A crystal held in a box that is too small pushes on the walls, and in a box that is too large it pulls them inward. The table follows HgTe in the zinc-blende structure, where every atom has four neighbours of the other kind, through ten such boxes. Positive pressure means that the crystal pushes. The three stresses are equal because the crystal is cubic, so a single pressure describes each row.

Zinc-blende HgTe computed with Ansatz 0.2.0 using PBE, PAW potentials and plane waves up to 420 eV, without spin polarisation or spin–orbit coupling. The k mesh is 6×6×6 and the Fermi–Dirac smearing width 0.02 eV. The cells are scaled uniformly from the r2SCAN geometry, and pressure and stress are positive in compression.

```
volume (Å³/atom)  shortest distance (Å)  pressure (GPa)  stress xx (GPa)  stress yy (GPa)  stress zz (GPa)
          32.699                  2.769           5.520            5.520            5.520            5.520
          32.880                  2.774           5.190            5.190            5.190            5.190
          34.403                  2.817           2.770            2.770            2.770            2.770
          35.584                  2.848           1.280            1.280            1.280            1.280
          36.120                  2.863           0.700            0.700            0.700            0.700
          37.762                  2.905          -0.800           -0.800           -0.800           -0.800
          38.636                  2.928          -1.440           -1.440           -1.440           -1.440
          39.902                  2.959          -2.220           -2.220           -2.220           -2.220
          41.134                  2.989          -2.820           -2.820           -2.820           -2.820
          42.345                  3.019          -3.300           -3.300           -3.300           -3.300
```

At what volume would the crystal rest if the walls were taken away? It rests where the push turns into a pull, between the rows at 36.120 and 37.762 Å³ per atom. A straight line between these two pressures crosses zero near 36.9 Å³ per atom, which corresponds to an Hg–Te distance of about 2.88 Å. The five smaller cells are compressed, and the five larger ones are under tension.

The lowest energy among the ten cells belongs to the row at 36.120 Å³ per atom, yet its pressure is 0.70 GPa. Is that a contradiction? It isn't, because pressure measures the slope of the energy and not its height:

P = −dE/dV

Here P is the pressure, E the energy and V the volume. A positive pressure means that the energy still falls as the cell grows, so the minimum lies at a somewhat larger volume. By the next row the energy has passed the minimum and risen again, to 1.7 meV per cell of two atoms above the lowest row.

Does it take as much to shorten the bonds as to stretch them by the same amount? Start from the cell with a distance of 2.848 Å. Shortening the bonds by 0.08 Å raises the pressure by 4.24 GPa, while lengthening them by 0.08 Å lowers it by only 2.72 GPa. Shortening therefore has 1.56 times the effect of stretching.

Part of this difference is plain geometry, since pressure is force per area and a small cell has less area. To remove that part, let all distances d grow by a small amount δ. The volume V per atom then grows by 3Vδ/d, and the work P · 3Vδ/d is shared by two bonds per atom, which gives an effective force per bond of

F = 3PV/(2d)

Measured by this force, shortening still has 1.41 times the effect of stretching. Most of the asymmetry therefore belongs to the bonds themselves.

Why do the bonds resist shortening more? In the usual picture, two tendencies balance in the crystal. Bonding draws the atoms together and weakens slowly with distance. Against it stands the repulsion between electron clouds that are forced into the same space. By the Pauli principle they can share it only at a cost in kinetic energy, and this cost grows steeply as the atoms approach. Compression moves the crystal into the steep region, and stretching moves it out. The same argument leads one to expect other bonded solids to stiffen when squeezed and to soften when pulled.

The calculated energies show large changes that offset each other. The cells at 34.403 and 39.902 Å³ per atom lie on opposite sides of the minimum at nearly the same height, so their total energies differ by only 0.007 eV per cell. From the smaller cell to the larger, the kinetic energy of the smooth waves that stand for the 36 electrons treated in each cell falls by 2.87 eV, and the remaining terms together rise by slightly more than that. This is only part of the full kinetic energy, and the division depends on the method. It fits the picture of electrons gaining room as the cell expands, but it doesn't measure the repulsion on its own.

How far could an engineer go with a single stiffness? Define the stiffness K as the pressure lost per relative gain in volume:

K = −ΔP/Δ(ln V)

The two rows around zero pressure give K = 1.50 GPa/ln(37.762/36.120) = 33.7 GPa, so 1 percent more volume costs about 0.34 GPa. If K stayed constant, the smallest cell would have a pressure of

P = −33.7 GPa × ln(32.699/36.89) = 4.1 GPa

The calculation gives 5.52 GPa, so the estimate is about a quarter too low. For the largest cell it gives −4.7 GPa instead of −3.30 GPa, a pull about 40 percent too strong.

Both misses have the same origin: the real stiffness falls at every step, from about 60 GPa between the two smallest cells to 17 GPa between the two largest. A single value serves for a few percent of volume around rest and fails beyond that. The rows at 36.120 and 37.762 Å³ per atom supplied K and the rest volume, so their agreement is no test, whereas the two end cells are real ones.

What would change with another density functional? The cell at 35.584 Å³ per atom shows it, because its size was optimised with the functional r2SCAN. With r2SCAN the crystal should be at rest there, but PBE still finds a push of 1.28 GPa. PBE wants a volume between 3 and 4 percent larger. Changing the functional thus shifts the zero of the pressure curve by an amount that matters in practice.

What would change if spin-orbit coupling were switched on? In all ten cells the filled and empty states touch at the centre of the Brillouin zone, so the softening doesn't come from a gap that opens or closes. Spin-orbit coupling would split the threefold level found there, although cubic HgTe is known to stay without a gap even so. Bands drawn without the coupling shouldn't be trusted in detail. Its effect on the pressure was not tested. It is probably modest, because the splitting comes mainly from the region close to the nuclei, which changes little when the cell is stretched.

Which digits, then, can be trusted? The final zero of every pressure is only padding, because the values are rounded to 0.01 GPa. At the settings used, the pressures are consistent with the energies to a few hundredths of a GPa. Pressures worked out from the energy differences between neighbouring cells agree with the mean of the two tabulated pressures to about 0.05 GPa, and nearly all of the largest gap arises because the pressure curve bends, which puts the mean of two end values a little above the true average between them. This doesn't test the k mesh or the potentials, which were the same in all cells. Stiffness is more delicate, because it rests on differences. Between the two smallest cells, which are very close in volume, rounding alone makes it uncertain by about 2 GPa.

As a statement about real HgTe, even the first digit needs care. The measured volume is roughly 34 Å³ per atom, a recalled figure, and there PBE gives a pressure of more than 3 GPa where the real crystal is at rest. Thermal and zero-point motion, absent here, are expected on balance to swell the crystal further at room temperature, so they are an unlikely cause of the excess volume; overexpansion is a familiar fault of PBE. Real HgTe also leaves the zinc-blende structure at a pressure of the order of 1 GPa, a change that these cells are not free to make. The falling stiffness is the result to carry away, while the pressure at a given volume should first be corrected for the misplaced rest volume.
